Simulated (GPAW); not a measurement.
Write an ASE script for GPAW 26.7.0 that does the following.

- Task: single point
- Functional: PBE
- Potentials or basis: GPAW PAW data sets (gpaw-data 1.2.1)
- Cutoff: 450 eV
- Basis: pw
- k mesh: 7 × 7 × 4
- Occupations: fermi-dirac, width 0.05 eV
- Spin: no spin polarisation
- Maxiter: 120
- Convergence: default

Crystal: SnSe2.

```
Sn Se
1.0
     3.81100    0.00000    0.00000
    -1.90550    3.30042    0.00000
     0.00000    0.00000    6.13600
Sn Se
1 2
Direct
  0.00000 0.00000 0.00000
  0.66667 0.33333 0.75100
  0.33333 0.66667 0.24900
```

These files were run (other wordings do the same):

run.py

```python
from ase import Atoms
from ase.dft.bandgap import bandgap
from ase.io import write
from ase.units import GPa
from gpaw import GPAW, PW

atoms = Atoms(['Sn', 'Se', 'Se'],
              cell=[[3.811, 0.0, 0.0],
                    [-1.9055, 3.3004228138, 0.0],
                    [0.0, 0.0, 6.136]],
              scaled_positions=[[0.0, 0.0, 0.0],
                                [0.6666666667, 0.3333333333, 0.751],
                                [0.3333333333, 0.6666666667, 0.249]],
              pbc=True)

calc = GPAW(mode=PW(450),
            xc='PBE',
            kpts={'size': (7, 7, 4), 'gamma': True},
            occupations={'name': 'fermi-dirac', 'width': 0.05},
            nbands=24,
            maxiter=120,
            txt='gpaw.txt')
atoms.calc = calc
energy = atoms.get_potential_energy()
forces = atoms.get_forces()
stress = atoms.get_stress()
calc.write('gs.gpw')
write('result.traj', atoms)
print(f'Energy: {energy:.6f} eV')
print('Forces (eV/A):')
print(forces.round(4))
print('Stress (GPa):', (stress / GPa).round(3))
print('Fermi level:', round(calc.get_fermi_level(), 4), 'eV')
print(f'Gap: {bandgap(calc)[0]:.4f} eV, direct: {bandgap(calc, direct=True)[0]:.4f} eV')
```

Potentials or basis: GPAW PAW data sets (gpaw-data 1.2.1), pw.

Command:

```sh
$ OMP_NUM_THREADS=1 python run.py
```

It gave:

The pressure is 4.6 GPa and the largest force is 0.761 eV/Å. The band gap on the k mesh is 0.82 eV, indirect (least direct gap 1.11 eV).

Caveat: the cutoff is short for stress and forces, so pressures can be off by a GPa or more; spin-orbit coupling is left out, which moves the levels of the heavy elements; an odd mesh through Γ misses points on the zone boundary, where band edges often lie; this functional lacks dispersion, which binds the layers, so the pressure and a relaxed spacing across them are unreliable.

Run time: 18 s on 1 thread of Arm Neoverse V1, with other jobs on the host, peak memory 0.16 GiB.
